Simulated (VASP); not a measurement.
# WSe2 (P6_3/mmc) in VASP: notebook

One crystal, WSe2, is run at these levels: PBE+D3(BJ); tasks: relaxation of cell and atoms.

Program: VASP 6.6.1. These are calculated values, not measurements. Logs are shortened: lines on timing, memory, paths and dates and some standing lists are left out, and cuts for length are marked.

### 1 Starting point

Symmetry: P6_3/mmc, No. 194, hexagonal system. Conventional cell: a = 3.290 Å, b = 3.290 Å, c = 12.970 Å, α = 90.00°, β = 90.00°, γ = 120.00°. W (site symmetry -6m2) has 6 Se at 2.53 Å as nearest neighbours. Se (site symmetry 3m) has 3 W at 2.53 Å as nearest neighbours.

### 2 Relaxation of cell and atoms, PBE+D3(BJ)

Input file INCAR:

```
  PREC = Accurate
  ENCUT = 600
  EDIFF = 1E-6
  ISMEAR = 0
  SIGMA = 0.03
  LREAL = F
  LASPH = T
  NELM = 80
  ALGO = Normal
  ISIF = 3
  LWAVE = F
  LCHARG = F
  GGA = PE
  IVDW = 12
  IBRION = 2
  NSW = 90
  EDIFFG = -0.01
  KPAR = 2
```

Input file KPOINTS:

```
regular mesh
0
Gamma
  9 9 2
```

Input file POSCAR:

```
WSe2
1.0
    3.2900000000      0.0000000000      0.0000000000
   -1.6450000000      2.8492235800      0.0000000000
    0.0000000000      0.0000000000     12.9700000000
W Se
2 4
Direct
    0.3333333300      0.6666666700      0.2500000000
    0.6666666700      0.3333333300      0.7500000000
    0.3333333300      0.6666666700      0.6210000000
    0.6666666700      0.3333333300      0.1210000000
    0.3333333300      0.6666666700      0.8790000000
    0.6666666700      0.3333333300      0.3790000000
```

Potentials or basis: VASP PAW PBE potentials, release 64 (W_sv, Se).

The run is started by

```bash
$ cat potpaw_PBE.64/W_sv/POTCAR potpaw_PBE.64/Se/POTCAR > POTCAR
$ mpirun -np 2 vasp_std > vasp.out
```

OUTCAR:

```text
PREC = Accurate
   ENCUT = 600
   EDIFF = 1E-6
   ISMEAR = 0
   LREAL = F
   LASPH = T
   NELM = 80
   ISIF = 3
   GGA = PE
   IVDW = 12
   IBRION = 2
   NSW = 90
   EDIFFG = -0.01
 IVDW          = 12

 ion  position               nearest neighbor table
   1  0.333  0.667  0.250-   4 2.53   6 2.53   4 2.53   6 2.53   4 2.53   6 2.53
   2  0.667  0.333  0.750-   3 2.53   5 2.53   3 2.53   5 2.53   3 2.53   5 2.53
   3  0.333  0.667  0.621-   2 2.53   2 2.53   2 2.53
   4  0.667  0.333  0.121-   1 2.53   1 2.53   1 2.53
   5  0.333  0.667  0.879-   2 2.53   2 2.53   2 2.53
   6  0.667  0.333  0.379-   1 2.53   1 2.53   1 2.53

  LATTYP: Found a hexagonal cell.
 ALAT       =     3.2900000000
 C/A-ratio  =     3.9422492401

  Lattice vectors:

 A1 = (   3.2900000000,   0.0000000000,   0.0000000000)
 A2 = (  -1.6450000000,   2.8492235800,   0.0000000000)
 A3 = (   0.0000000000,   0.0000000000,  12.9700000000)

Analysis of symmetry for initial positions (statically):
=====================================================================
 Subroutine PRICEL returns:
 Original cell was already a primitive cell.

 Routine SETGRP: Setting up the symmetry group for a
 hexagonal supercell.

 Subroutine GETGRP returns: Found 24 space group operations
 (whereof 12 operations were pure point group operations)
 out of a pool of 24 trial point group operations.

The static configuration has the point symmetry D_3d.
 The point group associated with its full space group is D_6h.

Analysis of symmetry for dynamics (positions and initial velocities):
=====================================================================
 Subroutine PRICEL returns:
 Original cell was already a primitive cell.

 Routine SETGRP: Setting up the symmetry group for a
 hexagonal supercell.

 Subroutine GETGRP returns: Found 24 space group operations
 (whereof 12 operations were pure point group operations)
 out of a pool of 24 trial point group operations.

The dynamic configuration has the point symmetry D_3d.
 The point group associated with its full space group is D_6h.

 Subroutine INISYM returns: Found 24 space group operations
 (whereof 12 operations are pure point group operations),
 and found     1 'primitive' translations

----------------------------------------------------------------------------------------

                                     Primitive cell

  volume of cell :     121.5801

  direct lattice vectors                    reciprocal lattice vectors
     3.290000000  0.000000000  0.000000000     0.303951368  0.175486404  0.000000000
    -1.645000000  2.849223580  0.000000000     0.000000000  0.350972808  0.000000000
     0.000000000  0.000000000 12.970000000     0.000000000  0.000000000  0.077101002

  length of vectors
     3.290000000  3.290000001 12.970000000     0.350972808  0.350972808  0.077101002

  position of ions in fractional coordinates (direct lattice)
     0.333333330  0.666666670  0.250000000
     0.666666670  0.333333330  0.750000000
     0.333333330  0.666666670  0.621000000
     0.666666670  0.333333330  0.121000000
     0.333333330  0.666666670  0.879000000
     0.666666670  0.333333330  0.379000000

  ion indices of the primitive-cell ions
   primitive index   ion index
                 1           1
                 2           2
                 3           3
                 4           4
                 5           5
                 6           6

----------------------------------------------------------------------------------------

 KPOINTS: regular mesh

Automatic generation of k-mesh.
 Grid dimensions read from file:
 generate k-points for:    9    9    2

 Generating k-lattice:

  Cartesian coordinates                     Fractional coordinates (reciprocal lattice)
     0.033772374  0.019498489  0.000000000     0.111111111 -0.000000000  0.000000000
     0.000000000  0.038996979  0.000000000     0.000000000  0.111111111  0.000000000
     0.000000000  0.000000000  0.038550501     0.000000000  0.000000000  0.500000000

  Length of vectors
     0.038996979  0.038996979  0.038550501

  Shift w.r.t. Gamma in fractional coordinates (k-lattice)
     0.000000000  0.000000000  0.000000000

 Subroutine IBZKPT returns following result:
 ===========================================

 Found     24 irreducible k-points:

 Following reciprocal coordinates:
            Coordinates               Weight
  0.000000  0.000000  0.000000      1.000000
  0.111111 -0.000000  0.000000      6.000000
  0.222222  0.000000  0.000000      6.000000
  0.333333  0.000000  0.000000      6.000000
  0.444444  0.000000  0.000000      6.000000
  0.111111  0.111111  0.000000      6.000000
[... 16 lines left out ...]
  0.333333  0.222222  0.500000     12.000000
  0.333333  0.333333  0.500000      2.000000
   k-points           NKPTS =     24   k-points in BZ     NKDIM =     24   number of bands    NBANDS=     31
   number of dos      NEDOS =    301   number of ions     NIONS =      6
   total plane-waves  NPLWV =  84672
   dimension x,y,z NGX =    28 NGY =   28 NGZ =  108
   dimension x,y,z NGXF=    56 NGYF=   56 NGZF=  216
   ions per type =               2   4
   NGX,Y,Z   is equivalent  to a cutoff of  14.15, 14.15, 13.84 a.u.
   NGXF,Y,Z  is equivalent  to a cutoff of  28.30, 28.30, 27.69 a.u.
 SYSTEM =  unknown system
   PREC   = accura    normal or accurate (medium, high low for compatibility)
   ISTART =      0    job   : 0-new  1-cont  2-samecut
   ICHARG =      2    charge: 1-file 2-atom 10-const
   ISPIN  =      1    spin polarized calculation?
   LNONCOLLINEAR =      F non collinear calculations
   LSORBIT =      F    spin-orbit coupling
   LASPH  =      T    aspherical Exc in radial PAW
   ENCUT  =  600.0 eV  44.10 Ry    6.64 a.u.   6.57  6.57 25.90*2*pi/ulx,y,z
   NELM   =     80;   NELMIN=  2; NELMDL= -5     # of ELM steps
   EDIFF  = 0.1E-05   stopping-criterion for ELM
   LREAL  =      F    real-space projection
   EDIFFG = -.1E-01   stopping-criterion for IOM
   NSW    =     90    number of steps for IOM
   IBRION =      2    ionic relax: 0-MD 1-quasi-New 2-CG
   NFREE  =      1    steps in history (QN), initial steepest desc. (CG)
   ISIF   =      3    stress and relaxation
   ISYM   =      2    0-nonsym 1-usesym 2-fastsym
   POTIM  = 0.5000    time-step for ionic-motion
   TEBEG  =    0.0;   TEEND  =   0.0 temperature during run
   PSTRESS=    0.0 pullay stress
   NELECT =      52.0000    total number of electrons
   NUPDOWN=      -1.0000    fix difference up-down
   EMIN   =  10.00;   EMAX   =-10.00  energy-range for DOS
   EFERMI =   0.00;   METHOD = LEGACY
   ISMEAR =     0;   SIGMA  =   0.03  broadening in eV -4-tet -1-fermi 0-gaus
   EFERMI_NEDOS =   21; number of points for ismear=-14 and -15
   IALGO  =     38    algorithm
   IMIX   =      4    mixing-type and parameters
     AMIX     =   0.40;   BMIX     =  1.00
     AMIX_MAG =   1.60;   BMIX_MAG =  1.00
  volume/ion in A,a.u.               =      20.26       136.74
  Fermi-wavevector in a.u.,A,eV,Ry     =   1.233451  2.330884 20.699914  1.521401
  Thomas-Fermi vector in A             =   2.368180
   LORBIT       =      0    0 simple, 1 ext, 2 COOP (PROOUT), +10 PAW based schemes
   GGA     = PE    functional components
   LHFCALC =     F    Hartree Fock is set to
   AEXX    =    0.0000 exact exchange contribution
   IVDW    =    12    specifies the selected vdW correction
   LEPSILON=     F    determine dielectric tensor
   LRPA    =     F    only Hartree local field effects (RPA)
 conjugate gradient relaxation of ions
 non-spin polarized calculation
 Gauss-broadening in eV      SIGMA  =   0.03
  energy-cutoff  :      600.00
  volume of cell :      121.58
 maximum number of plane-waves:      4120
 NGX is ok and might be reduce to    28
   NGX = 13   NGY = 13   NGZ = 51

--------------------------------------- Ionic step        1  -------------------------------------------

 number of electron      51.9999998 magnetization

 Free energy of the ion-electron system (eV)
  ---------------------------------------------------
  ext. energy  EPLUGINS =         0.00000000
  ---------------------------------------------------
  free energy    TOTEN  =       -43.12908245 eV

  energy without entropy =      -43.12908245  energy(sigma->0) =      -43.12908245

------------------------ aborting loop because EDIFF is reached ----------------------------------------

 Edisp (eV)   -2.79099

 E8    (eV) :    -1.2448

  FORCE on cell =-STRESS in cart. coord.  units (eV):
  Direction    XX          YY          ZZ          XY          YZ          ZX
  --------------------------------------------------------------------------------------
  -------------------------------------------------------------------------------------
  Total      -0.06508    -0.06508     0.70847     0.00000     0.00000     0.00000
  in kB      -0.85760    -0.85760     9.33615     0.00000     0.00000     0.00000
  external pressure =        2.54 kB  Pullay stress =        0.00 kB

 VOLUME and BASIS-vectors are now :
 -----------------------------------------------------------------------------
  energy-cutoff  :      600.00
  volume of cell :      121.58
      direct lattice vectors                 reciprocal lattice vectors
     3.290000000  0.000000000  0.000000000     0.303951368  0.175486404  0.000000000
    -1.645000000  2.849223580  0.000000000     0.000000000  0.350972808  0.000000000
     0.000000000  0.000000000 12.970000000     0.000000000  0.000000000  0.077101002

 POSITION                                       TOTAL-FORCE (eV/Angst)
 -----------------------------------------------------------------------------------
     -0.00000      1.89948      3.24250         0.000000     -0.000000      0.000000
      1.64500      0.94974      9.72750        -0.000000      0.000000      0.000000
     -0.00000      1.89948      8.05437         0.000000     -0.000000     -0.221970
      1.64500      0.94974      1.56937        -0.000000      0.000000     -0.221970
     -0.00000      1.89948     11.40063         0.000000     -0.000000      0.221970
      1.64500      0.94974      4.91563        -0.000000      0.000000      0.221970
 -----------------------------------------------------------------------------------
    total drift:                               -0.000009      0.000005     -0.000000
[... 254 lines left out ...]
 POSITION                                       TOTAL-FORCE (eV/Angst)
 -----------------------------------------------------------------------------------
     -0.00000      1.89382      3.21033         0.000000     -0.000000     -0.000000
      1.64010      0.94691      9.63099        -0.000000      0.000000     -0.000000
     -0.00000      1.89382      7.94459        -0.000000      0.000000     -0.015507
      1.64010      0.94691      1.52394         0.000000     -0.000000     -0.015507
     -0.00000      1.89382     11.31738        -0.000000      0.000000      0.015507
      1.64010      0.94691      4.89672         0.000000     -0.000000      0.015507
 -----------------------------------------------------------------------------------
    total drift:                               -0.000009      0.000005     -0.000000

  FREE ENERGIE OF THE ION-ELECTRON SYSTEM (eV)
  ---------------------------------------------------
  free  energy   TOTEN  =       -45.9313342978 eV

  energy  without entropy=      -45.9313342978  energy(sigma->0) =      -45.93133430

--------------------------------------- Ionic step        8  -------------------------------------------

 number of electron      52.0000002 magnetization

 Free energy of the ion-electron system (eV)
  ---------------------------------------------------
  ext. energy  EPLUGINS =         0.00000000
  ---------------------------------------------------
  free energy    TOTEN  =       -43.08367548 eV

  energy without entropy =      -43.08367548  energy(sigma->0) =      -43.08367548

 E-fermi :   6.7268     XC(G=0): -10.8906

 val. band max:        6.5036391284   @ k =   0.0000   0.0000   0.0000
 cond. band min:       7.4949365383   @ k =   0.2222   0.1111   0.0000
 fundamental gap:      0.9912974099
 Fermi energy:         6.7268298050

 k-point     1 :       0.0000    0.0000    0.0000
  band No.  band energies     occupation
      1     -67.8424      2.00000
      2     -67.8423      2.00000
      3     -32.0905      2.00000
      4     -32.0905      2.00000
      5     -31.9549      2.00000
      6     -31.9549      2.00000
[... 23 lines left out ...]
     30       9.1846      0.00000
     31       9.1907      0.00000
[... 797 lines left out ...]
 VOLUME and BASIS-vectors are now :
 -----------------------------------------------------------------------------
  energy-cutoff  :      600.00
  volume of cell :      119.28
      direct lattice vectors                 reciprocal lattice vectors
     3.281351798  0.000000000 -0.000000000     0.304752450  0.175948909 -0.000000000
    -1.640675899  2.841734018  0.000000000    -0.000000000  0.351897818 -0.000000000
     0.000000000  0.000000000 12.791758163     0.000000000 -0.000000000  0.078175337

 POSITION                                       TOTAL-FORCE (eV/Angst)
 -----------------------------------------------------------------------------------
     -0.00000      1.89449      3.19794        -0.000000      0.000000      0.000000
      1.64068      0.94724      9.59382         0.000000     -0.000000      0.000000
     -0.00000      1.89449      7.90780        -0.000000      0.000000     -0.001850
      1.64068      0.94724      1.51192         0.000000     -0.000000     -0.001850
     -0.00000      1.89449     11.27984         0.000000      0.000000      0.001850
      1.64068      0.94724      4.88396         0.000000     -0.000000      0.001850
 -----------------------------------------------------------------------------------
    total drift:                               -0.000009      0.000005     -0.000000

  FREE ENERGIE OF THE ION-ELECTRON SYSTEM (eV)
  ---------------------------------------------------
  free  energy   TOTEN  =       -45.9316686454 eV

  energy  without entropy=      -45.9316686454  energy(sigma->0) =      -45.93166865

 reached required accuracy - stopping structural energy minimisation
```

It took 3.6 min on 2 MPI ranks of Intel Xeon Platinum 8559C (Emerald Rapids), shared host; peak memory 0.35 GiB.

What came out:

| Quantity | Value |
| --- | --- |
| Free energy | -45.9317 eV |
| Relaxed volume | 19.88 Å³/atom |
| Relaxed cell | a = 3.281 Å, b = 3.281 Å, c = 12.792 Å, α = 90.00°, β = 90.00°, γ = 120.00° |
| Space group after relaxing (to 0.05 Å) | P6_3/mmc (No. 194) |
| Energy gained by relaxing | 1.9 meV/atom |
| Ionic steps | 8 |
| Pressure after relaxing | 0.0 GPa |
| Band gap on the k mesh | 0.99 eV, indirect (least direct gap 1.56 eV) |
| Dispersion energy per atom | -0.475 eV |

The path:
| step | energy change (eV) | largest force (eV/Å) | pressure (GPa) | volume (Å³) |
| --- | --- | --- | --- | --- |
| 1 | 0.0000 | 0.2220 | 0.25 | 121.58 |
| 2 | -0.0001 | 0.1181 | -1.41 | 122.14 |
| 3 | -0.0034 | 0.0495 | -0.59 | 121.86 |
| 4 | -0.0061 | 0.0522 | 0.00 | 120.88 |
| 5 | -0.0061 | 0.0526 | 0.05 | 120.78 |
| 6 | -0.0079 | 0.0435 | 0.02 | 120.50 |
| 7 | -0.0113 | 0.0155 | 0.00 | 119.66 |
| 8 | -0.0116 | 0.0018 | 0.00 | 119.28 |

Final structure:
```
W Se
1.0
     3.28135    0.00000    0.00000
    -1.64068    2.84173    0.00000
     0.00000    0.00000   12.79176
W Se
2 4
Direct
  0.33333 0.66667 0.25000
  0.66667 0.33333 0.75000
  0.33333 0.66667 0.61820
  0.66667 0.33333 0.11820
  0.33333 0.66667 0.88180
  0.66667 0.33333 0.38180
```

Levels at points of the mesh, in eV from the valence-band top:
```csv
k point,band 22,band 23,band 24,band 25,band 26,band 27,band 28,band 29,band 30,band 31
"(0.00, 0.00, 0.00)",-1.45,-1.45,-1.19,-0.96,0.00,2.62,2.62,2.67,2.68,2.69
"(0.00, 0.00, 0.50)",-1.49,-1.49,-1.49,-0.20,-0.20,2.62,2.62,2.62,2.62,2.83
```

Caveat: spin-orbit coupling is left out, which moves the levels of the heavy elements; an odd mesh through Γ misses points on the zone boundary, where band edges often lie. A hybrid or GW would open this gap; PBE tends to underestimate it.

### 3 Relaxation of cell and atoms, PBE+D3(BJ)

This run uses another cell than the first one, of 19.88 Å³/atom, 0.981 times its volume.

Edit INCAR of step 2 so:

```diff
@@ -2,3 +2,3 @@
   ENCUT = 600
-  EDIFF = 1E-6
+  EDIFF = 1E-7
   ISMEAR = 0
@@ -16,3 +16,3 @@
   NSW = 90
-  EDIFFG = -0.01
+  EDIFFG = -0.005
   KPAR = 2
```

KPOINTS is that of step 2.

Input file POSCAR:

```
WSe2                                    
1.0
    3.2813517984      0.0000000000     -0.0000000000
   -1.6406758992      2.8417340177      0.0000000000
    0.0000000000      0.0000000000     12.7917581628
  W               Se            
     2     4
Direct
     0.3333333300000021    0.6666666699999979    0.2500000000000000
     0.6666666699999979    0.3333333300000021    0.7500000000000000
     0.3333333300000021    0.6666666699999979    0.6181950782352973
     0.6666666699999979    0.3333333300000021    0.1181950782352972
     0.3333333300000021    0.6666666699999979    0.8818049217647027
     0.6666666699999979    0.3333333300000021    0.3818049217647028
```

Potentials or basis: VASP PAW PBE potentials, release 64 (W_sv, Se).

The run is started by

```bash
$ cat potpaw_PBE.64/W_sv/POTCAR potpaw_PBE.64/Se/POTCAR > POTCAR
$ mpirun -np 2 vasp_std > vasp.out
```

It took 50 s on 2 MPI ranks of Intel Xeon Platinum 8559C (Emerald Rapids), shared host; peak memory 0.31 GiB.

It converged, with:

* Free energy: -45.9314 eV
* Pressure after relaxing: 0.0 GPa
* Band gap on the k mesh: 0.99 eV, indirect (least direct gap 1.56 eV)
* Dispersion energy per atom: -0.475 eV

Final structure:
```
W Se
1.0
     3.28135    0.00000    0.00000
    -1.64068    2.84173    0.00000
     0.00000    0.00000   12.79176
W Se
2 4
Direct
  0.33333 0.66667 0.25000
  0.66667 0.33333 0.75000
  0.33333 0.66667 0.61820
  0.66667 0.33333 0.11820
  0.33333 0.66667 0.88180
  0.66667 0.33333 0.38180
```

Levels at points of the mesh, in eV from the valence-band top:
```
           k point  band 22  band 23  band 24  band 25  band 26  band 27  band 28  band 29  band 30  band 31
(0.00, 0.00, 0.00)    -1.45    -1.45    -1.19    -0.96     0.00     2.62     2.63     2.67     2.68     2.69
(0.00, 0.00, 0.50)    -1.49    -1.49    -1.49    -0.20    -0.20     2.62     2.62     2.62     2.62     2.83
```

Caveat: the relaxation stopped at its first step, so nothing moved; spin-orbit coupling is left out, which moves the levels of the heavy elements; an odd mesh through Γ misses points on the zone boundary, where band edges often lie.
